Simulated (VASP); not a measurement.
# CoSi (P2_13) in VASP: notebook

The runs below take CoSi through relaxation of cell and atoms, with PBE, PBEsol.

All numbers are computed with VASP 6.6.1; they aren't measurements. Logs are shortened: lines on timing, memory, paths and dates and some standing lists are left out, and cuts for length are marked.

## 1. The crystal as given

Symmetry: P2_13, No. 198, cubic system. The conventional cell has a = 4.429 Å, b = 4.429 Å, c = 4.429 Å, α = 90.00°, β = 90.00°, γ = 90.00°. Around Co (site symmetry 3) lie 7 Si at 2.32 to 2.43 Å. Around Si (site symmetry 3) lie 7 Co at 2.32 to 2.43 Å.

## 2. Relaxation of cell and atoms, PBE

INCAR reads:

```
SYSTEM = CoSi
PREC = Accurate
ENCUT = 600
EDIFF = 1E-7
ISMEAR = 1
SIGMA = 0.1
LREAL = .False.
LASPH = .True.
NELM = 80
ALGO = Normal
ISIF = 3
LWAVE = .False.
LCHARG = .False.
GGA = PE
IBRION = 2
NSW = 90
EDIFFG = -0.005
KPAR = 4
```

KPOINTS reads:

```
regular mesh
0
Gamma
  8 8 8
  0 0 0
```

POSCAR reads:

```
CoSi                                    
1.0
    4.4294053317      0.0000000000     -0.0000000000
   -0.0000000000      4.4294053317     -0.0000000000
    0.0000000000     -0.0000000000      4.4294053317
  Co              Si            
     4     4
Direct
     0.1451145237394317    0.1451145237394317    0.1451145237394317
     0.3548854762605683    0.8548854762605683    0.6451145237394317
     0.6451145237394317    0.3548854762605683    0.8548854762605683
     0.8548854762605683    0.6451145237394317    0.3548854762605683
     0.8432104054702422    0.8432104054702422    0.8432104054702422
     0.6567895945297578    0.1567895945297579    0.3432104054702422
     0.3432104054702422    0.6567895945297578    0.1567895945297579
     0.1567895945297579    0.3432104054702422    0.6567895945297578
```

Potentials or basis: VASP PAW PBE potentials, release 64 (Co, Si).

Started as:

```bash
$ cat potpaw_PBE.64/Co/POTCAR potpaw_PBE.64/Si/POTCAR > POTCAR
$ mpirun -np 4 vasp_std > vasp.out
```

OUTCAR:

```text
SYSTEM = CoSi
   PREC = Accurate
   ENCUT = 600
   EDIFF = 1E-7
   ISMEAR = 1
   LREAL = .False.
   LASPH = .True.
   NELM = 80
   ISIF = 3
   GGA = PE
   IBRION = 2
   NSW = 90
   EDIFFG = -0.005

 ion  position               nearest neighbor table
   1  0.145  0.145  0.145-   5 2.32   6 2.33   7 2.33   8 2.33   7 2.43   8 2.43   6 2.43   3 2.72
                             4 2.72   4 2.72   3 2.72   2 2.72   2 2.72
   2  0.355  0.855  0.645-   6 2.32   5 2.33   7 2.33   8 2.33   7 2.43   8 2.43   5 2.43   3 2.72
                             3 2.72   4 2.72   4 2.72   1 2.72   1 2.72
   3  0.645  0.355  0.855-   7 2.32   6 2.33   5 2.33   8 2.33   8 2.43   6 2.43   5 2.43   1 2.72
                             2 2.72   2 2.72   1 2.72   4 2.72   4 2.72
   4  0.855  0.645  0.355-   8 2.32   6 2.33   7 2.33   5 2.33   6 2.43   5 2.43   7 2.43   1 2.72
                             1 2.72   2 2.72   2 2.72   3 2.72   3 2.72
   5  0.843  0.843  0.843-   1 2.32   2 2.33   3 2.33   4 2.33   3 2.43   4 2.43   2 2.43   6 2.74
                             7 2.74   8 2.74   6 2.74   8 2.74   7 2.74
   6  0.657  0.157  0.343-   2 2.32   1 2.33   3 2.33   4 2.33   3 2.43   4 2.43   1 2.43   8 2.74
                             5 2.74   5 2.74   7 2.74   7 2.74   8 2.74
   7  0.343  0.657  0.157-   3 2.32   2 2.33   1 2.33   4 2.33   4 2.43   2 2.43   1 2.43   8 2.74
                             5 2.74   8 2.74   6 2.74   6 2.74   5 2.74
   8  0.157  0.343  0.657-   4 2.32   2 2.33   3 2.33   1 2.33   2 2.43   1 2.43   3 2.43   7 2.74
                             5 2.74   7 2.74   5 2.74   6 2.74   6 2.74

  LATTYP: Found a simple cubic cell.
 ALAT       =     4.4294053317

  Lattice vectors:

 A1 = (   4.4294053317,   0.0000000000,   0.0000000000)
 A2 = (   0.0000000000,   4.4294053317,   0.0000000000)
 A3 = (   0.0000000000,   0.0000000000,   4.4294053317)

Analysis of symmetry for initial positions (statically):
=====================================================================
 Subroutine PRICEL returns:
 Original cell was already a primitive cell.

 Routine SETGRP: Setting up the symmetry group for a
 simple cubic supercell.

 Subroutine GETGRP returns: Found 12 space group operations
 (whereof  3 operations were pure point group operations)
 out of a pool of 48 trial point group operations.

The static configuration has the point symmetry C_3 .
 The point group associated with its full space group is T   .

Analysis of symmetry for dynamics (positions and initial velocities):
=====================================================================
 Subroutine PRICEL returns:
 Original cell was already a primitive cell.

 Routine SETGRP: Setting up the symmetry group for a
 simple cubic supercell.

 Subroutine GETGRP returns: Found 12 space group operations
 (whereof  3 operations were pure point group operations)
 out of a pool of 48 trial point group operations.

The dynamic configuration has the point symmetry C_3 .
 The point group associated with its full space group is T   .

 Subroutine INISYM returns: Found 12 space group operations
 (whereof  3 operations are pure point group operations),
 and found     1 'primitive' translations

----------------------------------------------------------------------------------------

                                     Primitive cell

  volume of cell :      86.9033

  direct lattice vectors                    reciprocal lattice vectors
     4.429405332  0.000000000  0.000000000     0.225763940  0.000000000  0.000000000
     0.000000000  4.429405332  0.000000000     0.000000000  0.225763940  0.000000000
     0.000000000  0.000000000  4.429405332     0.000000000  0.000000000  0.225763940

  length of vectors
     4.429405332  4.429405332  4.429405332     0.225763940  0.225763940  0.225763940

  position of ions in fractional coordinates (direct lattice)
     0.145114524  0.145114524  0.145114524
     0.354885476  0.854885476  0.645114524
     0.645114524  0.354885476  0.854885476
     0.854885476  0.645114524  0.354885476
     0.843210405  0.843210405  0.843210405
     0.656789595  0.156789595  0.343210405
     0.343210405  0.656789595  0.156789595
     0.156789595  0.343210405  0.656789595

  ion indices of the primitive-cell ions
   primitive index   ion index
                 1           1
                 2           2
                 3           3
                 4           4
                 5           5
                 6           6
                 7           7
                 8           8

----------------------------------------------------------------------------------------

 KPOINTS: regular mesh

Automatic generation of k-mesh.
 Grid dimensions read from file:
 generate k-points for:    8    8    8

 Generating k-lattice:

  Cartesian coordinates                     Fractional coordinates (reciprocal lattice)
     0.028220493  0.000000000  0.000000000     0.125000000  0.000000000  0.000000000
     0.000000000  0.028220493  0.000000000     0.000000000  0.125000000  0.000000000
     0.000000000  0.000000000  0.028220493     0.000000000  0.000000000  0.125000000

  Length of vectors
     0.028220493  0.028220493  0.028220493

  Shift w.r.t. Gamma in fractional coordinates (k-lattice)
     0.000000000  0.000000000  0.000000000

 Subroutine IBZKPT returns following result:
 ===========================================

 Found     45 irreducible k-points:

 Following reciprocal coordinates:
            Coordinates               Weight
  0.000000  0.000000  0.000000      1.000000
  0.125000  0.000000  0.000000      6.000000
  0.250000  0.000000  0.000000      6.000000
  0.375000  0.000000  0.000000      6.000000
  0.500000  0.000000  0.000000      3.000000
  0.125000  0.125000  0.000000     12.000000
[... 16 lines left out ...]
  0.250000  0.125000  0.125000     24.000000
  0.375000  0.125000  0.125000     24.000000
 [... further k-points ...]
   k-points           NKPTS =     45   k-points in BZ     NKDIM =     45   number of bands    NBANDS=     31
   number of dos      NEDOS =    301   number of ions     NIONS =      8
   total plane-waves  NPLWV =  46656
   dimension x,y,z NGX =    36 NGY =   36 NGZ =   36
   dimension x,y,z NGXF=    72 NGYF=   72 NGZF=   72
   ions per type =               4   4
   NGX,Y,Z   is equivalent  to a cutoff of  13.51, 13.51, 13.51 a.u.
   NGXF,Y,Z  is equivalent  to a cutoff of  27.02, 27.02, 27.02 a.u.
 SYSTEM =  CoSi
   PREC   = accura    normal or accurate (medium, high low for compatibility)
   ISTART =      0    job   : 0-new  1-cont  2-samecut
   ICHARG =      2    charge: 1-file 2-atom 10-const
   ISPIN  =      1    spin polarized calculation?
   LNONCOLLINEAR =      F non collinear calculations
   LSORBIT =      F    spin-orbit coupling
   LASPH  =      T    aspherical Exc in radial PAW
   ENCUT  =  600.0 eV  44.10 Ry    6.64 a.u.   8.85  8.85  8.85*2*pi/ulx,y,z
   NELM   =     80;   NELMIN=  2; NELMDL= -5     # of ELM steps
   EDIFF  = 0.1E-06   stopping-criterion for ELM
   LREAL  =      F    real-space projection
   EDIFFG = -.5E-02   stopping-criterion for IOM
   NSW    =     90    number of steps for IOM
   IBRION =      2    ionic relax: 0-MD 1-quasi-New 2-CG
   NFREE  =      1    steps in history (QN), initial steepest desc. (CG)
   ISIF   =      3    stress and relaxation
   ISYM   =      2    0-nonsym 1-usesym 2-fastsym
   POTIM  = 0.5000    time-step for ionic-motion
   TEBEG  =    0.0;   TEEND  =   0.0 temperature during run
   PSTRESS=    0.0 pullay stress
   NELECT =      52.0000    total number of electrons
   NUPDOWN=      -1.0000    fix difference up-down
   EMIN   =  10.00;   EMAX   =-10.00  energy-range for DOS
   EFERMI =   0.00;   METHOD = LEGACY
   ISMEAR =     1;   SIGMA  =   0.10  broadening in eV -4-tet -1-fermi 0-gaus
   EFERMI_NEDOS =   21; number of points for ismear=-14 and -15
   IALGO  =     38    algorithm
   IMIX   =      4    mixing-type and parameters
     AMIX     =   0.40;   BMIX     =  1.00
     AMIX_MAG =   1.60;   BMIX_MAG =  1.00
  volume/ion in A,a.u.               =      10.86        73.31
  Fermi-wavevector in a.u.,A,eV,Ry     =   1.379528  2.606930 25.893214  1.903098
  Thomas-Fermi vector in A             =   2.504489
   LORBIT       =      0    0 simple, 1 ext, 2 COOP (PROOUT), +10 PAW based schemes
   GGA     = PE    functional components
   LHFCALC =     F    Hartree Fock is set to
   AEXX    =    0.0000 exact exchange contribution
   IVDW    =     0    specifies the selected vdW correction
   LEPSILON=     F    determine dielectric tensor
   LRPA    =     F    only Hartree local field effects (RPA)
 conjugate gradient relaxation of ions
 non-spin polarized calculation
 Methfessel and Paxton  Order N= 1 SIGMA  =   0.10
  energy-cutoff  :      600.00
  volume of cell :       86.90
 maximum number of plane-waves:      2945
   NGX = 17   NGY = 17   NGZ = 17

 number of electron      52.0000003 magnetization

 Free energy of the ion-electron system (eV)
  ---------------------------------------------------
  ext. energy  EPLUGINS =         0.00000000
  ---------------------------------------------------
  free energy    TOTEN  =       -54.74691819 eV

  energy without entropy =      -54.74979070  energy(sigma->0) =      -54.74787569

 E-fermi :  12.1071     XC(G=0): -12.8719

 val. band max:       12.1037129987   @ k =   0.1250   0.1250   0.1250
 cond. band min:      12.1138226688   @ k =   0.0000   0.0000   0.0000
 fundamental gap:      0.0101096701
 Fermi energy:        12.1070641798

 k-point     1 :       0.0000    0.0000    0.0000
  band No.  band energies     occupation
      1      -1.5576      2.00000
      2       3.9399      2.00000
      3       3.9399      2.00000
      4       3.9399      2.00000
      5       6.6406      2.00000
      6       6.6406      2.00000
[... 23 lines left out ...]
     30      14.6181      0.00000
     31      15.0344      0.00000
[... 751 lines left out ...]
      1      -0.3098      2.00000
      2       1.3344      2.00000
      3       3.9687      2.00000
      4       4.9112      2.00000
      5       5.7724      2.00000
      6       6.5092      2.00000
[... 23 lines left out ...]
     30      14.1111      0.00000
     31      14.9640      0.00000

 [... further k-points ...]

------------------------ aborting loop because EDIFF is reached ----------------------------------------

  FORCE on cell =-STRESS in cart. coord.  units (eV):
  Direction    XX          YY          ZZ          XY          YZ          ZX
  --------------------------------------------------------------------------------------
  -------------------------------------------------------------------------------------
  Total        0.0089253      0.0089253      0.0089253      0.0000000     -0.0000000      0.0000000
  in kB        0.1645499      0.1645499      0.1645499      0.0000000     -0.0000000      0.0000000
  external PRESSURE =       0.1645499 kB  Pullay stress =       0.0000000 kB

 VOLUME and BASIS-vectors are now :
 -----------------------------------------------------------------------------
  energy-cutoff  :      600.00
  volume of cell :       86.90
      direct lattice vectors                 reciprocal lattice vectors
     4.429405332  0.000000000  0.000000000     0.225763940  0.000000000  0.000000000
     0.000000000  4.429405332  0.000000000     0.000000000  0.225763940  0.000000000
     0.000000000  0.000000000  4.429405332     0.000000000  0.000000000  0.225763940

 POSITION                                       TOTAL-FORCE (eV/Angst)
 -----------------------------------------------------------------------------------
      0.64277      0.64277      0.64277         0.000182      0.000182      0.000182
      1.57193      3.78663      2.85747        -0.000182     -0.000182      0.000182
      2.85747      1.57193      3.78663         0.000182     -0.000182     -0.000182
      3.78663      2.85747      1.57193        -0.000182      0.000182     -0.000182
      3.73492      3.73492      3.73492         0.000214      0.000214      0.000214
      2.90919      0.69448      1.52022        -0.000214     -0.000214      0.000214
      1.52022      2.90919      0.69448         0.000214     -0.000214     -0.000214
      0.69448      1.52022      2.90919        -0.000214      0.000214     -0.000214
 -----------------------------------------------------------------------------------
    total drift:                               -0.000000      0.000000      0.000000

  FREE ENERGIE OF THE ION-ELECTRON SYSTEM (eV)
  ---------------------------------------------------
  free  energy   TOTEN  =       -54.7469181852 eV

  energy  without entropy=      -54.7497906966  energy(sigma->0) =      -54.74787569

 reached required accuracy - stopping structural energy minimisation
```

Wall time 74 s (4 MPI ranks of AMD EPYC 7R43 (Zen 3), shared host); peak memory 0.24 GiB.

Results:

| Quantity | Value |
| --- | --- |
| Free energy | -54.7469 eV |
| Pressure after relaxing | 0.0 GPa |
| Band gap on the k mesh | none (metal or under the smearing width) |

Final structure:
```
CELL_PARAMETERS angstrom
4.42941 0.00000 0.00000
0.00000 4.42941 0.00000
0.00000 0.00000 4.42941
ATOMIC_POSITIONS crystal
Co 0.14511 0.14511 0.14511
Co 0.35489 0.85489 0.64511
Co 0.64511 0.35489 0.85489
Co 0.85489 0.64511 0.35489
Si 0.84321 0.84321 0.84321
Si 0.65679 0.15679 0.34321
Si 0.34321 0.65679 0.15679
Si 0.15679 0.34321 0.65679
```

Levels at points of the mesh, in eV from the Fermi level:
```csv
k point,band 23,band 24,band 25,band 26,band 27,band 28,band 29,band 30
"(0.00, 0.00, 0.00)",-0.76,-0.76,0.01,0.01,0.01,2.51,2.51,2.51
"(0.50, 0.00, 0.00)",-0.63,-0.63,-0.47,-0.47,1.02,1.02,1.50,1.50
"(0.50, 0.50, 0.00)",-0.98,-0.98,-0.02,-0.02,0.60,0.60,2.02,2.02
"(0.50, 0.50, 0.50)",-1.20,-1.20,-0.21,-0.21,-0.21,-0.21,5.43,5.43
```

Caveat: the relaxation stopped at its first step, so nothing moved. Spin polarisation is off, so any magnetic state and its effect on volume and gap are missing.

## 3. Relaxation of cell and atoms, PBEsol

This run uses another cell than the first one, of 10.93 Å³/atom, 1.006 times its volume.

INCAR reads:

```
ALGO = Normal ; EDIFF = 1E-6
EDIFFG = -0.01 ; ENCUT = 600
GGA = PS ; IBRION = 2
ISIF = 3 ; ISMEAR = 1
KPAR = 4 ; LASPH = True
LCHARG = False ; LREAL = False
LWAVE = False ; NELM = 80
NSW = 90 ; PREC = Accurate
SIGMA = 0.1
```

KPOINTS reads:

```
k-points
0
Gamma
  8 8 8
```

POSCAR reads:

```
CoSi
1.0
    4.4380000000      0.0000000000      0.0000000000
    0.0000000000      4.4380000000      0.0000000000
    0.0000000000      0.0000000000      4.4380000000
Co Si
4 4
Direct
    0.1400000000      0.1400000000      0.1400000000
    0.3600000000      0.8600000000      0.6400000000
    0.6400000000      0.3600000000      0.8600000000
    0.8600000000      0.6400000000      0.3600000000
    0.8430000000      0.8430000000      0.8430000000
    0.6570000000      0.1570000000      0.3430000000
    0.3430000000      0.6570000000      0.1570000000
    0.1570000000      0.3430000000      0.6570000000
```

Potentials or basis: VASP PAW PBE potentials, release 64 (Co, Si).

Started as:

```bash
$ cat potpaw_PBE.64/Co/POTCAR potpaw_PBE.64/Si/POTCAR > POTCAR
$ mpirun -np 4 vasp_std > vasp.out
```

Run time: 2.4 min. Hardware: 4 MPI ranks of Intel Xeon Platinum 8488C (Sapphire Rapids), shared host; peak memory 0.29 GiB.

The run converged. Its results:

- Free energy: -59.8244 eV
- Relaxed volume: 10.55 Å³/atom
- Relaxed cell: a = 4.387 Å, b = 4.387 Å, c = 4.387 Å, α = 90.00°, β = 90.00°, γ = 90.00°
- Space group after relaxing (to 0.05 Å): P2_13 (No. 198)
- Energy gained by relaxing: 11.6 meV/atom
- Ionic steps: 10
- Pressure after relaxing: 0.0 GPa
- Band gap on the k mesh: none (metal or under the smearing width)

The path:
```csv
step,energy change (eV),largest force (eV/Å),pressure (GPa),volume (Å³)
1,0.0000,0.2447,-7.07,87.41
2,0.0241,0.4059,10.31,81.45
3,-0.0678,0.3234,0.34,84.58
4,-0.0830,0.2030,0.37,84.49
5,-0.0926,0.0482,0.38,84.35
6,-0.0927,0.0492,0.25,84.33
7,-0.0928,0.0049,-0.51,84.57
8,-0.0929,0.0252,-0.23,84.46
9,-0.0930,0.0127,0.03,84.38
10,-0.0930,0.0016,-0.01,84.41
```

Final structure:
```xyz
8
Lattice="4.3866 0.0000 0.0000 0.0000 4.3866 0.0000 0.0000 0.0000 4.3866" Properties=species:S:1:pos:R:3 pbc="T T T"
Co    0.6393    0.6393    0.6393
Co    1.5540    3.7472    2.8326
Co    2.8326    1.5540    3.7472
Co    3.7472    2.8326    1.5540
Si    3.6994    3.6994    3.6994
Si    2.8805    0.6872    1.5061
Si    1.5061    2.8805    0.6872
Si    0.6872    1.5061    2.8805
```

Levels at points of the mesh, in eV from the Fermi level:
```tsv
k point	band 22	band 23	band 24	band 25	band 26	band 27	band 28	band 29	band 30	band 31
(0.00, 0.00, 0.00)	-0.93	-0.80	-0.80	0.01	0.01	0.01	2.67	2.67	2.67	3.02
(0.50, 0.00, 0.00)	-1.07	-0.66	-0.66	-0.49	-0.49	1.06	1.06	1.61	1.61	4.41
(0.50, 0.50, 0.00)	-1.53	-1.02	-1.02	-0.03	-0.03	0.64	0.64	2.14	2.14	2.63
(0.50, 0.50, 0.50)	-1.26	-1.26	-1.26	-0.22	-0.22	-0.22	-0.22	5.64	5.64	5.64
```

Caveat: the PAW data sets were made with another functional, which shifts forces and pressure a little. Spin polarisation is off, so any magnetic state and its effect on volume and gap are missing.

## 4. Relaxation of cell and atoms, PBEsol

This run uses another cell than the first one, of 10.55 Å³/atom, 0.971 times its volume.

INCAR: that of step 3 with these lines changed.

```diff
@@ -1,3 +1,3 @@
-ALGO = Normal ; EDIFF = 1E-6
-EDIFFG = -0.01 ; ENCUT = 600
+ALGO = Normal ; EDIFF = 1E-7
+EDIFFG = -0.005 ; ENCUT = 600
 GGA = PS ; IBRION = 2
```

KPOINTS is that of step 3.

POSCAR reads:

```
CoSi                                    
1.0
    4.3865828316     -0.0000000000      0.0000000000
    0.0000000000      4.3865828316     -0.0000000000
   -0.0000000000      0.0000000000      4.3865828316
  Co              Si            
     4     4
Direct
     0.1457490868802596    0.1457490868802596    0.1457490868802596
     0.3542509131197404    0.8542509131197406    0.6457490868802594
     0.6457490868802594    0.3542509131197404    0.8542509131197406
     0.8542509131197406    0.6457490868802594    0.3542509131197404
     0.8433334719475574    0.8433334719475574    0.8433334719475574
     0.6566665280524426    0.1566665280524427    0.3433334719475573
     0.3433334719475573    0.6566665280524426    0.1566665280524427
     0.1566665280524427    0.3433334719475573    0.6566665280524426
```

Started as:

```bash
$ cat potpaw_PBE.64/Co/POTCAR potpaw_PBE.64/Si/POTCAR > POTCAR
$ mpirun -np 4 vasp_std > vasp.out
```

It took 29 s on 4 MPI ranks of Intel Xeon Platinum 8488C (Sapphire Rapids), shared host; peak memory 0.27 GiB.

Results (log left out):

```yaml
Free_energy: -59.8233 eV
Pressure_after_relaxing: 0.0 GPa
Band_gap_on_the_k_mesh: none (metal or under the smearing width)
```

Final structure:
```xyz
8
Lattice="4.3866 0.0000 0.0000 0.0000 4.3866 0.0000 0.0000 0.0000 4.3866" Properties=species:S:1:pos:R:3 pbc="T T T"
Co    0.6393    0.6393    0.6393
Co    1.5540    3.7472    2.8326
Co    2.8326    1.5540    3.7472
Co    3.7472    2.8326    1.5540
Si    3.6994    3.6994    3.6994
Si    2.8805    0.6872    1.5061
Si    1.5061    2.8805    0.6872
Si    0.6872    1.5061    2.8805
```

Levels at points of the mesh, in eV from the Fermi level:
```csv
k point,band 24,band 25,band 26,band 27,band 28,band 29
"(0.00, 0.00, 0.00)",-0.80,0.01,0.01,0.01,2.67,2.67
"(0.50, 0.00, 0.00)",-0.66,-0.49,-0.49,1.06,1.06,1.61
"(0.50, 0.50, 0.00)",-1.02,-0.03,-0.03,0.64,0.64,2.14
"(0.50, 0.50, 0.50)",-1.26,-0.22,-0.22,-0.22,-0.22,5.64
```

Caveat: the relaxation stopped at its first step, so nothing moved; the PAW data sets were made with another functional, which shifts forces and pressure a little. Spin polarisation is off, so any magnetic state and its effect on volume and gap are missing.
